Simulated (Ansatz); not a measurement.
ZrN: energy less free atoms and pressure against volume per atom

Periodic Kohn-Sham DFT of a crystal at fixed atoms; pressure and stress are positive in compression; the energy is the free energy less that of spherical unpolarised free atoms; site moments are those in the method's own spheres, positive along +z. The results are calculated, by Ansatz 0.2.0.

Cell of the first row (space group Fm-3m, No. 225):
```
CELL_PARAMETERS angstrom
0.00000 2.23760 2.23760
2.23760 0.00000 2.23760
2.23760 2.23760 0.00000
ATOMIC_POSITIONS crystal
Zr 0.00000 0.00000 0.00000
N 0.50000 0.50000 0.50000
```

Settings of every row: method all-electron LAPW; functional PBE; relativity scalar; k mesh 9x9x9; filling fermi-dirac; smearing width 0.01 eV; basis error target 0.25 meV/atom; nucleus gaussian.

Atom start moment: 0 on all atoms.

| row | volume per atom (Å³) | energy less free atoms (eV/atom) | pressure (GPa) |
| --- | --- | --- | --- |
| 1 | 11.203 | -9.5212 | 23.391 |
| 2 | 11.209 | -9.5221 | 23.208 |
| 3 | 11.442 | -9.5507 | 16.417 |
| 4 | 11.561 | -9.5617 | 13.195 |
| 5 | 11.68 | -9.5704 | 10.138 |
| 6 | 11.918 | -9.5812 | 4.484 |
| 7 | 12.038 | ? | ? |
| 8 | 12.157 | -9.584 | -0.609 |
| 9 | 12.276 | -9.5827 | -2.962 |
| 10 | 12.395 | -9.5797 | -5.195 |
| 11 | 12.634 | -9.5688 | -9.326 |

Question: what energy less free atoms and pressure should row 7 give?

Worked fit of energy less free atoms. Take u = (V_r/V)^(2/3) − 1 with V_r = 11.799 Å³ an atom, which is twice the finite (Eulerian) strain; such expansions in the strain, on which the Birch-Murnaghan equation of state is built, carry the rest volume and the bulk modulus. The shown rows have u = 0.03516, 0.03479, 0.02069, 0.01368, 0.00678, -0.00667, -0.01973, -0.02607, -0.03232, -0.04456. Least squares give energy less free atoms = −9.5768 + 0.8038 × u + 22.093 × u² eV/atom; a straight line predicts inner rows, each left out in turn, worse (root mean square 0.013 against 4.7e-05 eV/atom). The rows lie off it by 0.0000, 0.0000, 0.0000, 0.0000, -0.0001, 0.0000, 0.0001, 0.0000, 0.0000, -0.0001. Its lowest point lies at u = -0.0182, or V = 12.13 Å³ an atom, and the curvature there gives the bulk modulus at fixed shape and fractions, B = (4/9)(1 + u)² E″(u)/V = 250 GPa. The withheld row has u = -0.01328, so the fit gives −9.5768 + 0.8038 × (-0.01328) + 22.093 × (-0.01328)² = -9.5836 eV/atom.

The calculation gave -9.5836 eV/atom. The fit meets it to the printed digit.

Worked fit of pressure. Take u = (V_r/V)^(2/3) − 1 with V_r = 11.799 Å³ an atom, which is twice the finite (Eulerian) strain; such expansions in the strain, on which the Birch-Murnaghan equation of state is built, carry the rest volume and the bulk modulus. The shown rows have u = 0.03516, 0.03479, 0.02069, 0.01368, 0.00678, -0.00667, -0.01973, -0.02607, -0.03232, -0.04456. Least squares give pressure = 7.2461 + 420.519 × u + 1097 × u² GPa; a straight line predicts inner rows, each left out in turn, worse (root mean square 0.64 against 0.011 GPa). The rows lie off it by 0.003, 0.004, 0.001, -0.009, -0.010, -0.006, 0.015, 0.009, 0.004, -0.012 (root mean square 0.0084 GPa). The pressure vanishes at u = -0.0181, or V = 12.13 Å³ an atom, and there the bulk modulus at fixed shape and fractions is B = −V dP/dV = (2/3)(1 + u) dP/du = 249 GPa. The withheld row has u = -0.01328, so the fit gives 7.2461 + 420.519 × (-0.01328) + 1097 × (-0.01328)² = 1.855 GPa.

The calculation gave 1.871 GPa. The fit lies 0.016 GPa (0.049 % of the column's range) below it; its largest miss of a shown row is 0.015 GPa.
